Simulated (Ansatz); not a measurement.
# BeTe (Fm-3m) in Ansatz: equation of state

Aim: energy against volume of BeTe in PBE, for its equilibrium volume and stiffness.

Program: Ansatz 0.2.0. These are calculated values, not measurements. Logs are shortened: lines on timing, memory, paths and dates and some standing lists are left out, and cuts for length are marked.

## Step 1: The structure

The structure is cubic, space group Fm-3m (No. 225). Conventional cell: a = 5.361 Å, b = 5.361 Å, c = 5.361 Å, α = 90.00°, β = 90.00°, γ = 90.00°. Around Be (site symmetry m-3m) lie 6 Te at 2.68 Å. Around Te (site symmetry m-3m) lie 6 Be at 2.68 Å.

The cell was built by a generator and needn't be a form met in nature.

## Step 2: Single point, PBE, 18.10 Å³/atom (volume scaled by 0.94)

File input.yaml:

```yaml
crystal:
  lattice:
    - [0.0, 2.6255944431, 2.6255944431]
    - [2.6255944431, 0.0, 2.6255944431]
    - [2.6255944431, 2.6255944431, 0.0]
  atoms:
    - { symbol: Be, position: [0.5, 0.5, 0.5] }
    - { symbol: Te, position: [0.0, 0.0, 0.0] }
hamiltonian:
  xc: pbe
  pseudopotentials: { kind: paw }
kpoints:
  mp_grid: { grid: [9, 9, 9] }
scf:
  occupations: { method: fermi_dirac, width: 0.05 }
output:
  forces: true
  stress: true
  eigenvalues: true
```

Potentials or basis: Ansatz PAW.

Launch:

```sh
ansatz run input.yaml --threads 2 --pin off --max-ram 5632MiB --backend cpu --events-out ev --progress --plain --runs-dir out
```

Log:

```text
Warning: RAYON_NUM_THREADS=2 ignored (pool sized by the plan → 2); use --threads N
Engine: ansatz 0.2.0, aarch64-unknown-linux-gnu
Pseudopotentials: kind: paw
Pseudopotential: Be, paw, valence charge 2, recommended cutoff 420 eV (normal), Be.paw.azcp
Pseudopotential: Te, paw, valence charge 16, recommended cutoff 420 eV (normal), Te.paw.azcp
Functional definition: PBE
  parameter kappa = 0.804
  parameter beta = 0.06672455060314922
  exchange = pbe_x(kappa = kappa, mu = beta*pi^2/3)
  correlation = pbe_c(beta = beta)
Crystal: 2 atoms, lattice volume = 36.200 Å³
Basis set: ecut = 420 eV, 725 PW (Γ), exchange–correlation on 50×50×50 points (8 copies of the dense FFT grid, shifted against one another)
Bands: 13, of which v1, the nominal top of the filled ones, is band 9 counted from 1 (8 counted from 0)
Symmetry: 48 space group operations
Space group: Fm-3m (ITA 225), of the structure as read, at distance tolerance 3.3e-5 Å
k-points: 35 of 729
Non-local potential: Be, projectors of the file, l = 0: 2, l = 1: 2, l = 2: 1
Non-local potential: Te, projectors of the file, l = 0: 2, l = 1: 2, l = 2: 2, l = 3: 2
PAW form: soft (Blöchl's): semilocal exchange-correlation on the pseudo side does not see the compensation charge
PAW one-centre angular grid: Be, 110 points (default); XC on 64 Gauss nodes
PAW one-centre angular grid: Te, 590 points (default); XC on 64 Gauss nodes
Initial density: superposition of atomic densities (neutral atoms: chi_scale 0, normalization atom), corrected by the library's trained network
Initial wavefunctions: pseudopotential atomic-orbital guess
Functional: x = pbe(κ = 0.804, μ = 0.2195149727645171), c = pbe(β = 0.06672455060314922)
SCF iter   1: F=—  HF=-7072.392745 eV  |F-HF|=—  |Δ(HF+E_count)|=         —  Δρ=1.55e-3  dr2=1.24e-3  ethr=1.77e-3  ⟨swp⟩=6.8  Hψ=2693  notcnv=0
preconditioner: auto → none  [insulator: Δε(μ)=0.228 eV  Ē_g=10.486 eV  σ=0.050 eV  W_gap=0.68  n_scr=14 (ndim 8)  ℏωp=17.5 eV  f_vac=0.000  D(μ)=0.55/eV (n_scr^D=0)  ε∞_Penn≈3.8]
SCF iter   2: F=—  HF=-7072.392237 eV  |F-HF|=—  |Δ(HF+E_count)|=   5.08e-4  Δρ=5.63e-4  dr2=1.07e-4  ethr=6.87e-6  ⟨swp⟩=2.3  Hψ=928  notcnv=0
SCF iter   3: F=—  HF=-7072.392338 eV  |F-HF|=—  |Δ(HF+E_count)|=   1.01e-4  Δρ=1.87e-4  dr2=8.79e-6  ethr=5.92e-7  ⟨swp⟩=2.0  Hψ=591  notcnv=0
SCF iter   4: F=—  HF=-7072.392337 eV  |F-HF|=—  |Δ(HF+E_count)|=   4.70e-7  Δρ=4.36e-5  dr2=9.82e-7  ethr=4.88e-8  ⟨swp⟩=2.9  Hψ=777  notcnv=0
iter 5 did not close the SCF: its close was put off for the readings that it lacked (scf_convergence_deferred on its scf_iter line)
SCF iter   5: F=-7072.392337 eV  HF=-7072.392337 eV  |F-HF|=3.36e-8  |Δ(HF+E_count)|=   2.69e-7  Δρ=1.04e-5  dr2=1.67e-8  ethr=5.46e-9  ⟨swp⟩=2.0  Hψ=771  notcnv=0
SCF iter   6: F=-7072.392337 eV  HF=-7072.392337 eV  |F-HF|=4.82e-11  |Δ(HF+E_count)|=   3.82e-8  Δρ=3.06e-7  dr2=1.47e-11  ethr=9.31e-11  ⟨swp⟩=2.7  Hψ=1695  notcnv=0
SCF 1 converged in 6 iterations: F = -7072.392337 eV  dr2 = 1.47e-11
SCF converged after 6 iterations
Free energy (F): -7072.392337 eV
Harris-Foulkes:  -7072.392337 eV  (|F-HF|=4.82e-11)
Internal energy: -7072.387855 eV  (E = F + TS)
E sigma→0 (E₀):  -7072.390096 eV
Entropy (-TS):   -0.004482 eV (-2.241 meV/atom)
Fermi energy:    10.872594 eV
--- Per-component energies (eV) ---
  E_band       = -216.781490
  E_kinetic    = 200.566854
  E_local      = -1137.588444  (includes V_loc(G=0)·N_el)
  E_nonlocal   = -305.459326
  E_hartree    = 766.451468
  E_xc         = -143.994213
  E_vxc        = -125.045251  (∫ρ·V_xc dr)
  E_paw        = -4722.320150  (= ΣΔE_a)
  E_vpaw       = -382.158047  (= ΣTr[D̂ρ^β])
  E_aug_tail   = -0.000192  (compensation charges beyond the density's cutoff)
  E_ewald      = -1730.043852
  E_smearing   = -0.004482  (= −TS)
  E_closure    = 0.000000  (closes the sum)
  Σ components = -7072.392337   (vs F -7072.392337, Δ=0.00e0)
--- Forces (eV/Å), atoms counted from 1 ---
  atom   1  Be     0.00000000    -0.00000000     0.00000000
  atom   2  Te    -0.00000000     0.00000000    -0.00000000
  max |Σ_I F_I| component: 1.36e-31 eV/Å
--- Stress (GPa, compression-positive) ---
        4.593827       0.000000       0.000000
        0.000000       4.593827       0.000000
        0.000000       0.000000       4.593827
  P = ⅓ Tr σ = 4.5938 GPa (45.938 kbar)
--- Band table (eV; the first three rows and the last of 35) ---
  k-point 0: bands = ["-25.9816", "-25.9816", "-25.9783", "-25.9783", "-25.9783", "-2.9347", "10.6379", "10.6379", "10.6379", "14.5779", "17.3787", "17.3787", "17.3787"]
  k-point 1: bands = ["-25.9818", "-25.9818", "-25.9779", "-25.9773", "-25.9773", "-2.7698", "9.4152", "10.6030", "10.6030", "15.0250", "16.5073", "16.5073", "17.3249"]
  k-point 2: bands = ["-25.9826", "-25.9826", "-25.9770", "-25.9744", "-25.9744", "-2.2927", "7.2646", "10.5514", "10.5514", "14.8044", "15.0957", "15.0957", "17.0930"]
  k-point 34: bands = ["-25.9851", "-25.9789", "-25.9752", "-25.9717", "-25.9645", "0.0880", "5.2735", "5.9552", "6.8967", "13.7976", "14.9845", "17.6102", "19.5119"]
```

Wall time 0.57 s (2 threads of Arm Neoverse V2, shared host); peak memory 0.28 GiB.

Results:

```
Free energy            : -7072.3923 eV
Pressure               : 4.6 GPa
Band gap on the k mesh : none (metal or under the smearing width)
```

## Step 3: Single point, PBE, 18.49 Å³/atom (volume scaled by 0.96)

Edit input.yaml of step 2 so:

```diff
@@ -2,5 +2,5 @@
   lattice:
-    - [0.0, 2.6255944431, 2.6255944431]
-    - [2.6255944431, 0.0, 2.6255944431]
-    - [2.6255944431, 2.6255944431, 0.0]
+    - [0.0, 2.644085154, 2.644085154]
+    - [2.644085154, 0.0, 2.644085154]
+    - [2.644085154, 2.644085154, 0.0]
   atoms:
```

Potentials or basis: Ansatz PAW.

Launch:

```sh
ansatz run input.yaml --threads 2 --pin off --max-ram 5632MiB --backend cpu --events-out ev --progress --plain --runs-dir out
```

Wall time 0.57 s (2 threads of Arm Neoverse V2, shared host); peak memory 0.28 GiB.

Results (log left out):

```yaml
Free_energy: -7072.4102 eV
Pressure: 2.9 GPa
Band_gap_on_the_k_mesh: none (metal or under the smearing width)
```

## Step 4: Single point, PBE, 18.87 Å³/atom (volume scaled by 0.98)

Edit input.yaml of step 3 so:

```diff
@@ -2,5 +2,5 @@
   lattice:
-    - [0.0, 2.644085154, 2.644085154]
-    - [2.644085154, 0.0, 2.644085154]
-    - [2.644085154, 2.644085154, 0.0]
+    - [0.0, 2.6623208003, 2.6623208003]
+    - [2.6623208003, 0.0, 2.6623208003]
+    - [2.6623208003, 2.6623208003, 0.0]
   atoms:
```

Launch:

```sh
ansatz run input.yaml --threads 2 --pin off --max-ram 5632MiB --backend cpu --events-out ev --progress --plain --runs-dir out
```

Wall time 0.57 s (2 threads of Arm Neoverse V2, shared host); peak memory 0.29 GiB.

It converged, with:

| Item | Value |
| --- | --- |
| Free energy | -7072.4202 eV |
| Pressure | 1.3 GPa |
| Band gap on the k mesh | none (metal or under the smearing width) |

## Step 5: Single point, PBE, 19.26 Å³/atom

Edit input.yaml of step 4 so:

```diff
@@ -2,5 +2,5 @@
   lattice:
-    - [0.0, 2.6623208003, 2.6623208003]
-    - [2.6623208003, 0.0, 2.6623208003]
-    - [2.6623208003, 2.6623208003, 0.0]
+    - [0.0, 2.68031, 2.68031]
+    - [2.68031, 0.0, 2.68031]
+    - [2.68031, 2.68031, 0.0]
   atoms:
```

Launch:

```sh
ansatz run input.yaml --threads 2 --pin off --max-ram 5632MiB --backend cpu --events-out ev --progress --plain --runs-dir out
```

It took 0.58 s on 2 threads of Arm Neoverse V2, shared host; peak memory 0.29 GiB.

Results (log left out):

- Free energy: -7072.4231 eV
- Pressure: -0.1 GPa
- Band gap on the k mesh: none (metal or under the smearing width)

## Step 6: Single point, PBE, 19.64 Å³/atom (volume scaled by 1.02)

Edit input.yaml of step 5 so:

```diff
@@ -2,5 +2,5 @@
   lattice:
-    - [0.0, 2.68031, 2.68031]
-    - [2.68031, 0.0, 2.68031]
-    - [2.68031, 2.68031, 0.0]
+    - [0.0, 2.6980609147, 2.6980609147]
+    - [2.6980609147, 0.0, 2.6980609147]
+    - [2.6980609147, 2.6980609147, 0.0]
   atoms:
@@ -19 +19,5 @@
   eigenvalues: true
+  write_density: true
+  write_potential: true
+  elf: true
+  volumetric_format: npy
```

Potentials or basis: Ansatz PAW.

Launch:

```sh
ansatz run input.yaml --threads 2 --pin off --max-ram 5632MiB --backend cpu --events-out ev --progress --plain --runs-dir out
```

Wall time 0.74 s (2 threads of Arm Neoverse V2, shared host); peak memory 0.29 GiB.

It converged, with:

| Item | Value |
| --- | --- |
| Free energy | -7072.4195 eV |
| Pressure | -1.4 GPa |
| Band gap on the k mesh | none (metal or under the smearing width) |

## Step 7: Single point, PBE, 20.03 Å³/atom (volume scaled by 1.04)

Edit input.yaml of step 6 so:

```diff
@@ -2,5 +2,5 @@
   lattice:
-    - [0.0, 2.6980609147, 2.6980609147]
-    - [2.6980609147, 0.0, 2.6980609147]
-    - [2.6980609147, 2.6980609147, 0.0]
+    - [0.0, 2.7155812817, 2.7155812817]
+    - [2.7155812817, 0.0, 2.7155812817]
+    - [2.7155812817, 2.7155812817, 0.0]
   atoms:
```

Launch:

```sh
ansatz run input.yaml --threads 2 --pin off --max-ram 5632MiB --backend cpu --events-out ev --progress --plain --runs-dir out
```

It took 0.74 s on 2 threads of Arm Neoverse V2, shared host; peak memory 0.29 GiB.

The run converged. Its results:

```yaml
Free_energy: -7072.4102 eV
Pressure: -2.5 GPa
Band_gap_on_the_k_mesh: none (metal or under the smearing width)
```

## Step 8: Single point, PBE, 20.41 Å³/atom (volume scaled by 1.06)

File input.yaml:

```yaml
crystal:
  lattice:
    - [0.0, 2.7328784441, 2.7328784441]
    - [2.7328784441, 0.0, 2.7328784441]
    - [2.7328784441, 2.7328784441, 0.0]
  atoms:
    - { symbol: Be, position: [0.5, 0.5, 0.5] }
    - { symbol: Te, position: [0.0, 0.0, 0.0] }
hamiltonian:
  xc: pbe
  pseudopotentials: { kind: paw }
kpoints:
  mp_grid: { grid: [9, 9, 9] }
scf:
  occupations: { method: fermi_dirac, width: 0.05 }
output:
  forces: true
  stress: true
  eigenvalues: true
```

Launch:

```sh
ansatz run input.yaml --threads 2 --pin off --max-ram 5632MiB --backend cpu --events-out ev --progress --plain --runs-dir out
```

Wall time 0.59 s (2 threads of Arm Neoverse V2, shared host); peak memory 0.29 GiB.

It converged, with:

| Property | Result |
| --- | --- |
| Free energy | -7072.3957 eV |
| Pressure | -3.5 GPa |
| Band gap on the k mesh | none (metal or under the smearing width) |

## Step 9: Equation of state, PBE

Potentials or basis: Ansatz PAW.

No new run: the results of the series are fitted here.

What came out:

| Property | Result |
| --- | --- |
| Equilibrium volume | 19.23 Å³/atom |
| Bulk modulus | 67 GPa |
| Pressure derivative of the bulk modulus | 4.2 |

Energy against volume, from the lowest point:
```csv
volume (Å³/atom),energy (meV/atom)
18.100,15.36
18.485,6.42
18.870,1.43
19.256,0.00
19.641,1.77
20.026,6.43
20.411,13.70
```

The run has no spin-orbit coupling, so splittings on Te are missing.
